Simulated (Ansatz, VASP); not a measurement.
## GaAs: VASP beside Ansatz

The input INCAR:

```
ALGO = Fast
EDIFF = 1E-7
ENCUT = 520
GGA = PE
ISIF = 2
ISMEAR = -1
LASPH = True
LCHARG = False
LREAL = False
LWAVE = False
NBANDS = 16
NELM = 100
PREC = Accurate
SIGMA = 0.02
```

Contents of KPOINTS:

```
k-points
0
Gamma
  8 8 8
```

The input POSCAR:

```
GaAs
1.0
    0.0000000000      2.8330850947      2.8330850947
    2.6965303932      0.0000000000      2.8330850947
    2.6965303932      2.8330850947      0.0000000000
Ga As
1 1
Direct
    0.0000000000      0.0000000000      0.0000000000
    0.2500000000      0.2500000000      0.2500000000
```

Input for Ansatz:

```yaml
crystal:
  lattice:
    - [0.0, 2.8330850947, 2.8330850947]
    - [2.6965303932, 0.0, 2.8330850947]
    - [2.6965303932, 2.8330850947, 0.0]
  atoms:
    - { symbol: Ga, position: [0.0, 0.0, 0.0] }
    - { symbol: As, position: [0.25, 0.25, 0.25] }
kpoints:
  mp_grid: { grid: [8, 8, 8] }
  band_path:
    path:
      - [0.0, 0.0, 0.0]
      - [-0.5, -0.5, 0.0]
      - [-0.375, -0.375, 0.25]
      - [-0.375, 0.0, 0.375]
      - [0.0, 0.0, 0.5]
      - [-0.5, -0.25, 0.25]
    npoints: 1
hamiltonian:
  xc: pbe
scf:
  occupations: { method: fermi_dirac, width: 0.02 }
  n_extra_bands: 4
output:
  forces: true
  stress: true
  eigenvalues: true
```

Change from the starting cell: uniaxial_x strain -4.8%.

Alike in both runs: task single point; functional PBE; k mesh 8 × 8 × 8; occupations fermi-dirac, width 0.02 eV; no spin polarisation.

```csv
,VASP,Ansatz
version,VASP 6.6.1,Ansatz 0.2.0
potentials or method,"VASP PAW PBE potentials, release 64 (Ga_d, As)","plane waves, PAW"
plane-wave cutoff (eV),520,420
valence electrons in the cell,18,28
```

```csv
,VASP,Ansatz,Ansatz less VASP
pressure (GPa),7.0,6.8,-0.22
largest component of the traceless stress (GPa),1.74,1.75,+0.007
```

With one functional, cell and mesh, what is left measures potentials, basis and numerics. The two sets of potentials don't hold the same shells in valence.

A k mesh can miss the band edges.
